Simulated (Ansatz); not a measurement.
The system is SiNi.

```
Ni Si
1.0
     5.17310    0.00000    0.00000
     0.00000    3.33810    0.00000
     0.00000    0.00000    5.60490
Ni Si
4 4
Direct
  0.99221 0.75000 0.81248
  0.50779 0.25000 0.31248
  0.49221 0.75000 0.68752
  0.00779 0.25000 0.18752
  0.67872 0.25000 0.91750
  0.82128 0.75000 0.41750
  0.17872 0.25000 0.58250
  0.32128 0.75000 0.08250
```

* Program: Ansatz 0.2.0
* Task: relaxation of cell and atoms
* Functional: RPBE
* Dispersion: D3(BJ)
* Potentials or basis: Ansatz PAW
* Cutoff: 420 eV (not typed: the program's choice for these potentials)
* k mesh: 5 × 8 × 5
* Occupations: fermi-dirac, width 0.05 eV
* Spin: collinear spin, ferromagnetic start
* Starting moments: [1.0, 1.0, 1.0, 1.0, 0.0, 0.0, 0.0, 0.0] μB

At the start: volume 12.10 Å³/atom.

Where does the relaxation end?

It ends after 13 steps and the volume is 10.09 Å³/atom (-16.6 %); space group Pnma (No. 62, to 0.05 Å); moment 0.00 μB per cell.

The path:
| step | energy change (eV) | largest force (eV/Å) | volume (Å³) |
| --- | --- | --- | --- |
| 1 | 0.0000 | 0.2031 | 96.79 |
| 2 | -0.8797 | 0.1820 | 89.40 |
| 3 | -1.1348 | 0.2707 | 81.70 |
| 4 | -1.2541 | 0.1517 | 82.23 |
| 5 | -1.4063 | 0.1217 | 81.84 |
| 6 | -1.4672 | 0.3043 | 79.93 |
| 7 | -1.5039 | 0.1186 | 80.99 |
| 8 | -1.5140 | 0.0142 | 80.69 |
| 9 | -1.5141 | 0.0074 | 80.69 |
| 10 | -1.5142 | 0.0007 | 80.68 |
| 11 | -1.5141 | 0.0015 | 80.68 |
| 12 | -1.5144 | 0.0022 | 80.69 |
| 13 | -1.5144 | 0.0021 | 80.69 |

Final structure:
```yaml
crystal:
  lattice:
    - [4.72207, 0.00000, 0.00000]
    - [0.00000, 3.68153, 0.00000]
    - [0.00000, 0.00000, 4.64178]
  atoms:
    - { symbol: Ni, position: [0.96179, 0.75000, 0.83471] }
    - { symbol: Ni, position: [0.53821, 0.25000, 0.33471] }
    - { symbol: Ni, position: [0.46179, 0.75000, 0.66529] }
    - { symbol: Ni, position: [0.03821, 0.25000, 0.16529] }
    - { symbol: Si, position: [0.65229, 0.25000, 0.86521] }
    - { symbol: Si, position: [0.84771, 0.75000, 0.36521] }
    - { symbol: Si, position: [0.15229, 0.25000, 0.63479] }
    - { symbol: Si, position: [0.34771, 0.75000, 0.13479] }
```

The cell as given is a measured one (12.10 Å³/atom); RPBE+D3(BJ) puts the equilibrium volume -16.6 % from it, thermal expansion not counted.

Caveat: the volume moved by over 15 % at a fixed basis, so the end points are rough; the plane-wave basis is chosen anew once the cell has moved, so the energies of steps on either side of that aren't comparable; the volume moved by -17 % from the deposited cell, more than functionals usually miss; pairwise dispersion overbinds metals, which lowers pressure and volume; the PAW data sets come from PBE, with cores solved anew for the run's functional, which leaves a small shift of forces and pressure; the starting moments weren't kept.
